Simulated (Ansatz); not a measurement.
# GaN (P6_3mc), random displacements

All numbers below come from DFT r2SCAN, scalar-relativistic, plane waves, PAW in Ansatz. Settings: plane waves to 500 eV, k-mesh 12×12×6 (Γ-centred), Gaussian smearing 0.05 eV. No spin polarisation. Energies are free energies at this smearing, counted from the undisturbed cell; pressure is positive in compression.

The starting cell (as given, not relaxed at this level):

```
Ga N
1.0
     3.18000    0.00000    0.00000
    -1.59000    2.75396    0.00000
     0.00000    0.00000    5.16600
Ga N
2 2
Direct
  0.33333 0.66667 0.00000
  0.66667 0.33333 0.50000
  0.33333 0.66667 0.37500
  0.66667 0.33333 0.87500
```

The atoms are displaced (Å, in the unstrained cell):

```
atom ux uy uz
 Ga1   0.031   0.043  -0.069
 Ga2  -0.076  -0.035  -0.024
  N3   0.015  -0.011   0.060
  N4   0.029   0.003   0.033
```

Strain (Voigt, engineering shear): (0.0002, -0.0122, 0.0071, -0.0148, -0.0081, -0.0021).

(1) What are the energy change, the stress and the forces?

Results:

(1) ΔE = 53.0 meV/atom; stress (xx, yy, zz, yz, xz, xy; compression positive) (3.75, 12.86, -3.83, 0.87, 2.41, -2.97) GPa; gap on the mesh 2.31 eV.
| atom | Fx (eV/Å) | Fy | Fz |
| --- | --- | --- | --- |
| Ga1 | -0.02 | -0.80 | 1.40 |
| Ga2 | 1.38 | 0.47 | 0.52 |
| N3 | -1.18 | -0.34 | -1.23 |
| N4 | -0.18 | 0.67 | -0.68 |

Cost: 1 run of about 0.63 core-minutes, on Intel Xeon 6975P-C (Granite Rapids) (shared hosts).